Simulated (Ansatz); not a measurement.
Structure relaxation of WSe3

All numbers below come from DFT PBE, scalar-relativistic, plane waves, PAW in Ansatz 0.2.0. Cutoff 420 eV, Γ-centred k mesh, Gaussian smearing, no spin polarisation in the final step.

The start puts WSe3 on the TiAl3 (D0_22) structure type (I4/mmm, No. 139), with W in place of Ti, Se in place of Al, at a guessed volume.

```xyz
4
Lattice="-2.1973 2.1973 4.9082 2.1973 -2.1973 4.9082 2.1973 2.1973 -4.9082" Properties=species:S:1:pos:R:3 pbc="T T T"
W     0.0000    0.0000    0.0000
Se    0.0000    0.0000    4.9082
Se    2.1973    0.0000    2.4541
Se    0.0000    2.1973    2.4541
```

Steps on the 6×6×6 mesh (4 atoms). 11 of 12 steps are shown, and the free energy counts from the last. Trial steps that were taken back and renewals of the plane-wave basis can be among the rows.

| step | ΔF (meV/atom) | V (Å³/atom) | P (GPa) |
| --- | --- | --- | --- |
| 1 | 589.9 | 23.70 | -13.01 |
| 2 | 371.5 | 20.63 | -9.11 |
| 3 | 256.3 | 18.92 | -4.69 |
| 4 | 169.4 | 17.95 | -0.37 |
| 5 | 82.7 | 17.99 | -2.05 |
| 6 | 43.6 | 17.40 | 1.53 |
| 7 | 30.4 | 17.58 | 0.09 |
| 8 | 1.6 | 17.42 | 0.88 |
| 9 | 2.4 | 17.68 | -0.98 |
| 10 | -0.1 | 17.58 | -0.34 |
| 12 | 0.0 | 17.53 | -0.01 |

The cell was then made exact in the group found at 0.06 Å. A final relaxation ran on a 12×12×12 mesh. The relaxed crystal, Fm-3m (No. 225):

Space group Fm-3m (No. 225). a = 6.545 Å, b = 6.545 Å, c = 6.545 Å, α = 90.00°, β = 90.00°, γ = 90.00°
```json
{"atom": "W", "site": "4a", "symmetry": "m-3m", "x": "0.0000", "y": "0.0000", "z": "0.0000"}
{"atom": "Se", "site": "4b", "symmetry": "m-3m", "x": "0.5000", "y": "0.0000", "z": "0.0000"}
{"atom": "Se", "site": "8c", "symmetry": "-43m", "x": "0.2500", "y": "0.7500", "z": "0.7500"}
```

```yaml
Volume_per_atom: 17.52 Å³
Density: 9.97 g/cm³
Energy_over_the_elements: 0.65 eV/atom
Gap_on_the_12×12×12_mesh: 0 eV (a metal)
```

Energies over the elements count from the elements' standard structures at the same level, with no empirical corrections.

The final run used a 12×12×12 mesh on its 4-atom cell and 0.10 eV smearing. For metals, differences of a few meV/atom aren't resolved. Spin–orbit coupling is left out.

Symmetry constrained the relaxation, so the result can be a saddle point.

Cost: 3 runs of about 9.6 core-minutes in all, on Intel Xeon Processor @ 2.50GHz (Skylake/Cascade Lake) (shared hosts).